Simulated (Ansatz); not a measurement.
# InP (F-43m) in Ansatz: a series of runs

Runs on InP. Level: PBE. Tasks: single point, equation of state.

All numbers are computed with Ansatz 0.2.0; they aren't measurements. Logs are shortened: lines on timing, memory, paths and dates and some standing lists are left out, and cuts for length are marked.

**What was measured.**

A printed reference work, data compilation reports, for a bulk crystal of InP: bulk modulus 71 GPa.

The results are compared with them further down.

## (1) Starting point

The structure is cubic, space group F-43m (No. 216). The conventional cell has a = 5.861 Å, b = 5.861 Å, c = 5.861 Å, α = 90.00°, β = 90.00°, γ = 90.00°. In (site symmetry -43m) is surrounded by 4 P at 2.54 Å. Around P (site symmetry -43m) lie 4 In at 2.54 Å.

## (2) Single point, PBE, 23.66 Å³/atom (volume scaled by 0.94)

The input, input.yaml:

```yaml
crystal:
  lattice:
    - [0.0, 2.8706770916, 2.8706770916]
    - [2.8706770916, 0.0, 2.8706770916]
    - [2.8706770916, 2.8706770916, 0.0]
  atoms:
    - { symbol: In, position: [0.0, 0.0, 0.0] }
    - { symbol: P, position: [0.75, 0.75, 0.75] }
hamiltonian:
  xc: pbe
  pseudopotentials: { kind: nc, source: spms }
kpoints:
  mp_grid: { grid: [8, 8, 8] }
scf:
  occupations: { method: fermi_dirac, width: 0.05 }
output:
  forces: true
  stress: true
  eigenvalues: true
```

Potentials or basis: SPMS NC.

On the command line:

```bash
> ansatz run input.yaml --threads 2 --pin off --max-ram 5120MiB --backend cpu --events-out ev --progress --plain --runs-dir out
```

Output:

```text
Warning: RAYON_NUM_THREADS=2 ignored (pool sized by the plan → 2); use --threads N
Engine: ansatz 0.2.0, x86_64-unknown-linux-gnu
Pseudopotentials: kind: nc
Pseudopotential: In, nc, valence charge 13, recommended cutoff 544.22772491976 eV (normal), In.nc.azcp
Pseudopotential: P, nc, valence charge 5, recommended cutoff 462.593566181796 eV (normal), P.nc.azcp
Functional definition: PBE
  parameter kappa = 0.804
  parameter beta = 0.06672455060314922
  exchange = pbe_x(kappa = kappa, mu = beta*pi^2/3)
  correlation = pbe_c(beta = beta)
Crystal: 2 atoms, lattice volume = 47.313 Å³
Basis set: ecut = 544.22772491976 eV, 1363 PW (Γ), exchange–correlation on 64×64×64 points (8 copies of the dense FFT grid, shifted against one another)
Bands: 13, of which v1, the nominal top of the filled ones, is band 9 counted from 1 (8 counted from 0)
Symmetry: 24 space group operations
Space group: F-43m (ITA 216), of the structure as read, at distance tolerance 3.6e-5 Å
k-points: 29 of 512 (time reversal used)
Non-local potential: In, projectors of the file, l = 0: 2, l = 1: 2, l = 2: 2
Non-local potential: P, projectors of the file, l = 0: 2, l = 1: 2, l = 2: 2
Initial density: superposition of atomic densities (chi_scale 0.1, normalization cell, long waves kept (reshape's long-wave potential 0.00 eV rms))
Initial wavefunctions: pseudopotential atomic-orbital guess
Functional: x = pbe(κ = 0.804, μ = 0.2195149727645171), c = pbe(β = 0.06672455060314922)
SCF iter   1: F=—  HF=-1861.040549 eV  |F-HF|=—  |Δ(HF+E_count)|=         —  Δρ=3.58e-2  dr2=9.34e-1  ethr=3.10e-3  ⟨swp⟩=6.2  Hψ=2543  notcnv=0
preconditioner: auto → none  [insulator: Δε(μ)=1.327 eV  Ē_g=14.782 eV  σ=0.050 eV  W_gap=1.00  n_scr=14 (ndim 8)  ℏωp=22.9 eV  f_vac=0.000  D(μ)=0.00/eV (n_scr^D=0)  ε∞_Penn≈3.4]
SCF iter   2: F=—  HF=-1860.792168 eV  |F-HF|=—  |Δ(HF+E_count)|=   2.48e-1  Δρ=1.45e-2  dr2=7.12e-2  ethr=3.10e-3  ⟨swp⟩=3.3  Hψ=903  notcnv=0
SCF iter   3: F=—  HF=-1860.787151 eV  |F-HF|=—  |Δ(HF+E_count)|=   5.02e-3  Δρ=6.37e-3  dr2=1.29e-2  ethr=3.96e-4  ⟨swp⟩=2.1  Hψ=506  notcnv=0
SCF iter   4: F=—  HF=-1860.787941 eV  |F-HF|=—  |Δ(HF+E_count)|=   7.90e-4  Δρ=4.71e-4  dr2=5.33e-5  ethr=7.18e-5  ⟨swp⟩=2.9  Hψ=579  notcnv=0
SCF iter   5: F=—  HF=-1860.788018 eV  |F-HF|=—  |Δ(HF+E_count)|=   7.67e-5  Δρ=7.27e-5  dr2=1.24e-6  ethr=2.96e-7  ⟨swp⟩=2.6  Hψ=690  notcnv=0
SCF iter   6: F=-1860.788019 eV  HF=-1860.788019 eV  |F-HF|=2.33e-8  |Δ(HF+E_count)|=   1.11e-6  Δρ=1.57e-5  dr2=6.61e-8  ethr=5.56e-10  ⟨swp⟩=9.5  Hψ=2603  notcnv=0
SCF 1 converged in 6 iterations: F = -1860.788019 eV  dr2 = 6.61e-8
SCF converged after 6 iterations
Free energy (F): -1860.788019 eV
Harris-Foulkes:  -1860.788019 eV  (|F-HF|=2.33e-8)
Internal energy: -1860.788018 eV  (E = F + TS)
E sigma→0 (E₀):  -1860.788019 eV
Entropy (-TS):   -0.000000 eV (-0.000 meV/atom)
Fermi energy:    8.984613 eV
--- Per-component energies (eV) ---
  E_band       = -30.088629
  E_kinetic    = 978.924661
  E_local      = -1139.886346  (includes V_loc(G=0)·N_el)
  E_nonlocal   = -326.436348
  E_hartree    = 404.491816
  E_xc         = -531.734806
  E_vxc        = -351.680731  (∫ρ·V_xc dr)
  E_ewald      = -1246.146996
  E_smearing   = -0.000000  (= −TS)
  E_closure    = 0.000000  (closes the sum)
  Σ components = -1860.788019   (vs F -1860.788019, Δ=0.00e0)
--- Forces (eV/Å), atoms counted from 1 ---
  atom   1  In    -0.00000000     0.00000000    -0.00000000
  atom   2  P      0.00000000    -0.00000000     0.00000000
  max |Σ_I F_I| component: 7.40e-17 eV/Å
--- Stress (GPa, compression-positive) ---
        8.862345      -0.000000      -0.000000
       -0.000000       8.862345       0.000000
        0.000000       0.000000       8.862345
  P = ⅓ Tr σ = 8.8623 GPa (88.623 kbar)
--- Band table (eV; the first three rows and the last of 29) ---
  k-point 0: bands = ["-5.9863", "-5.9863", "-5.9863", "-5.8026", "-5.8026", "-3.5304", "8.4297", "8.4297", "8.4297", "9.4795", "12.5169", "12.5169", "12.5169"]
  k-point 1: bands = ["-6.0103", "-5.9772", "-5.9772", "-5.8026", "-5.8026", "-3.3344", "6.8881", "8.2231", "8.2231", "10.3381", "12.7336", "12.8168", "12.8168"]
  k-point 2: bands = ["-6.0640", "-5.9580", "-5.9580", "-5.7995", "-5.7995", "-2.7859", "4.8568", "7.8162", "7.8162", "10.4030", "13.2577", "13.2577", "13.9460"]
  k-point 28: bands = ["-6.1691", "-5.9131", "-5.8706", "-5.8283", "-5.7847", "-0.7772", "2.5661", "5.2082", "5.2318", "12.7287", "13.0606", "14.1579", "14.6356"]
```

Wall time 2.1 s (2 threads of Intel Xeon at 2.50GHz (Skylake/Cascade Lake), shared host); peak memory 0.31 GiB.

Results:

```yaml
Free_energy: -1860.7880 eV
Pressure: 8.9 GPa
Band_gap_on_the_k_mesh: 1.05 eV, direct
```

Caveat: spin-orbit coupling is left out, which moves the levels of the heavy elements.

## (3) Single point, PBE, 24.16 Å³/atom (volume scaled by 0.96)

Changes to input.yaml since step 2:

```diff
@@ -2,5 +2,5 @@
   lattice:
-    - [0.0, 2.8706770916, 2.8706770916]
-    - [2.8706770916, 0.0, 2.8706770916]
-    - [2.8706770916, 2.8706770916, 0.0]
+    - [0.0, 2.8908937935, 2.8908937935]
+    - [2.8908937935, 0.0, 2.8908937935]
+    - [2.8908937935, 2.8908937935, 0.0]
   atoms:
@@ -19 +19,5 @@
   eigenvalues: true
+  write_density: true
+  write_potential: true
+  elf: true
+  volumetric_format: npy
```

Potentials or basis: SPMS NC.

On the command line:

```bash
> ansatz run input.yaml --threads 2 --pin off --max-ram 5120MiB --backend cpu --events-out ev --progress --plain --runs-dir out
```

Wall time 3.3 s (2 threads of Intel Xeon at 2.50GHz (Skylake/Cascade Lake), shared host); peak memory 0.32 GiB.

It converged, with:

```
Free energy            : -1860.8374 eV
Pressure               : 6.9 GPa
Band gap on the k mesh : 0.93 eV, direct
```

Caveat: spin-orbit coupling is left out, which moves the levels of the heavy elements.

## (4) Single point, PBE, 24.66 Å³/atom (volume scaled by 0.98)

Changes to input.yaml since step 3:

```diff
@@ -2,5 +2,5 @@
   lattice:
-    - [0.0, 2.8908937935, 2.8908937935]
-    - [2.8908937935, 0.0, 2.8908937935]
-    - [2.8908937935, 2.8908937935, 0.0]
+    - [0.0, 2.9108316221, 2.9108316221]
+    - [2.9108316221, 0.0, 2.9108316221]
+    - [2.9108316221, 2.9108316221, 0.0]
   atoms:
```

On the command line:

```bash
> ansatz run input.yaml --threads 2 --pin off --max-ram 5120MiB --backend cpu --events-out ev --progress --plain --runs-dir out
```

Wall time 3.8 s (2 threads of Intel Xeon at 2.50GHz (Skylake/Cascade Lake), shared host); peak memory 0.32 GiB.

Results (log left out):

- Free energy: -1860.8750 eV
- Pressure: 5.1 GPa
- Band gap on the k mesh: 0.82 eV, direct

Caveat: spin-orbit coupling is left out, which moves the levels of the heavy elements.

## (5) Single point, PBE, 25.17 Å³/atom

Changes to input.yaml since step 4:

```diff
@@ -2,5 +2,5 @@
   lattice:
-    - [0.0, 2.9108316221, 2.9108316221]
-    - [2.9108316221, 0.0, 2.9108316221]
-    - [2.9108316221, 2.9108316221, 0.0]
+    - [0.0, 2.9305, 2.9305]
+    - [2.9305, 0.0, 2.9305]
+    - [2.9305, 2.9305, 0.0]
   atoms:
```

On the command line:

```bash
> ansatz run input.yaml --threads 2 --pin off --max-ram 5120MiB --backend cpu --events-out ev --progress --plain --runs-dir out
```

It took 4.6 s on 2 threads of Intel Xeon at 2.50GHz (Skylake/Cascade Lake), shared host; peak memory 0.32 GiB.

The run converged. Its results:

| Quantity | Value |
| --- | --- |
| Free energy | -1860.9021 eV |
| Pressure | 3.5 GPa |
| Band gap on the k mesh | 0.71 eV, direct |

Caveat: spin-orbit coupling is left out, which moves the levels of the heavy elements.

## (6) Single point, PBE, 25.67 Å³/atom (volume scaled by 1.02)

Changes to input.yaml since step 5:

```diff
@@ -2,5 +2,5 @@
   lattice:
-    - [0.0, 2.9305, 2.9305]
-    - [2.9305, 0.0, 2.9305]
-    - [2.9305, 2.9305, 0.0]
+    - [0.0, 2.9499078504, 2.9499078504]
+    - [2.9499078504, 0.0, 2.9499078504]
+    - [2.9499078504, 2.9499078504, 0.0]
   atoms:
```

Potentials or basis: SPMS NC.

On the command line:

```bash
> ansatz run input.yaml --threads 2 --pin off --max-ram 5120MiB --backend cpu --events-out ev --progress --plain --runs-dir out
```

Wall time 4.6 s (2 threads of Intel Xeon at 2.50GHz (Skylake/Cascade Lake), shared host); peak memory 0.32 GiB.

The run converged. Its results:

* Free energy: -1860.9198 eV
* Pressure: 2.1 GPa
* Band gap on the k mesh: 0.60 eV, direct

Caveat: spin-orbit coupling is left out, which moves the levels of the heavy elements.

## (7) Single point, PBE, 26.17 Å³/atom (volume scaled by 1.04)

The input, input.yaml:

```yaml
crystal:
  lattice:
    - [0.0, 2.9690636329, 2.9690636329]
    - [2.9690636329, 0.0, 2.9690636329]
    - [2.9690636329, 2.9690636329, 0.0]
  atoms:
    - { symbol: In, position: [0.0, 0.0, 0.0] }
    - { symbol: P, position: [0.75, 0.75, 0.75] }
hamiltonian:
  xc: pbe
  pseudopotentials: { kind: nc, source: spms }
kpoints:
  mp_grid: { grid: [8, 8, 8] }
scf:
  occupations: { method: fermi_dirac, width: 0.05 }
output:
  forces: true
  stress: true
  eigenvalues: true
```

On the command line:

```bash
> ansatz run input.yaml --threads 2 --pin off --max-ram 5120MiB --backend cpu --events-out ev --progress --plain --runs-dir out
```

Run time: 3 s. Hardware: 2 threads of Intel Xeon at 2.50GHz (Skylake/Cascade Lake), shared host; peak memory 0.32 GiB.

It converged, with:

```
Free energy            : -1860.9289 eV
Pressure               : 0.8 GPa
Band gap on the k mesh : 0.49 eV, direct
```

Caveat: spin-orbit coupling is left out, which moves the levels of the heavy elements.

## (8) Single point, PBE, 26.68 Å³/atom (volume scaled by 1.06)

Changes to input.yaml since step 7:

```diff
@@ -2,5 +2,5 @@
   lattice:
-    - [0.0, 2.9690636329, 2.9690636329]
-    - [2.9690636329, 0.0, 2.9690636329]
-    - [2.9690636329, 2.9690636329, 0.0]
+    - [0.0, 2.9879753761, 2.9879753761]
+    - [2.9879753761, 0.0, 2.9879753761]
+    - [2.9879753761, 2.9879753761, 0.0]
   atoms:
```

On the command line:

```bash
> ansatz run input.yaml --threads 2 --pin off --max-ram 5120MiB --backend cpu --events-out ev --progress --plain --runs-dir out
```

Run time: 3 s. Hardware: 2 threads of Intel Xeon at 2.50GHz (Skylake/Cascade Lake), shared host; peak memory 0.32 GiB.

The run converged. Its results:

```yaml
Free_energy: -1860.9304 eV
Pressure: -0.3 GPa
Band_gap_on_the_k_mesh: 0.39 eV, direct
```

Caveat: spin-orbit coupling is left out, which moves the levels of the heavy elements.

## (9) Equation of state, PBE

Potentials or basis: SPMS NC.

This step only gathers the single runs of the series.

What came out:

- Equilibrium volume: 26.53 Å³/atom
- Bulk modulus: 59 GPa
- Pressure derivative of the bulk modulus: 4.6

Energy against volume, from the lowest point:
```tsv
volume (Å³/atom)	energy (meV/atom)
23.657	71.18
24.160	46.49
24.663	27.67
25.167	14.12
25.670	5.31
26.173	0.75
26.677	0.00
```

PBE usually gives volumes a little too large and moduli too small.

## (10) Against experiment

Step 9. Against the measured bulk modulus of InP, 71 GPa (a printed reference work, data compilation), the calculated 59 GPa is off by -16.3 %. The fit is for a static lattice scaled at fixed shape and fixed fractional positions.
